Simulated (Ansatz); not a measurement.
Crystal: Ti.

```
Ti
1.0
     4.56737    0.00000    0.00000
    -2.28369    3.95546    0.00000
     0.00000    0.00000    2.82624
Ti
3
Cartesian
  2.2837 1.3185 1.4131
  0.0000 2.6370 1.4131
  0.0000 0.0000 0.0000
```

This isn't the form of Ti at room conditions, which is hcp.

```yaml
Program: Ansatz 0.2.0
Task: relaxation of cell and atoms
Functional: revPBE
Potentials_or_basis: all-electron LAPW, scalar-relativistic
Basis_error_allowed: 0.002 eV/atom
k_mesh: 7 × 7 × 9
Occupations: fermi-dirac, width 0.05 eV
Spin: no spin polarisation
```

At the start: volume 17.02 Å³/atom.

Task: How do energy, volume and symmetry change on relaxing?

Result: Over 5 steps the energy falls by 4.7 meV/atom and the volume is 17.50 Å³/atom (+2.8 %); space group P6/mmm (No. 191, to 0.05 Å).

Step by step:
```csv
step,energy change (eV),largest force (eV/Å),volume (Å³)
1,0.0000,0.0000,51.06
2,-0.0042,0.0000,53.72
3,-0.0140,0.0000,52.55
4,-0.0140,0.0000,52.51
5,-0.0140,0.0000,52.51
```

Final structure:
```yaml
crystal:
  lattice:
    - [4.61349, 0.00000, 0.00000]
    - [-2.30675, 3.99540, 0.00000]
    - [0.00000, 0.00000, 2.84852]
  atoms:
    - { symbol: Ti, position: [0.66667, 0.33333, 0.50000] }
    - { symbol: Ti, position: [0.33333, 0.66667, 0.50000] }
    - { symbol: Ti, position: [0.00000, 0.00000, 0.00000] }
```
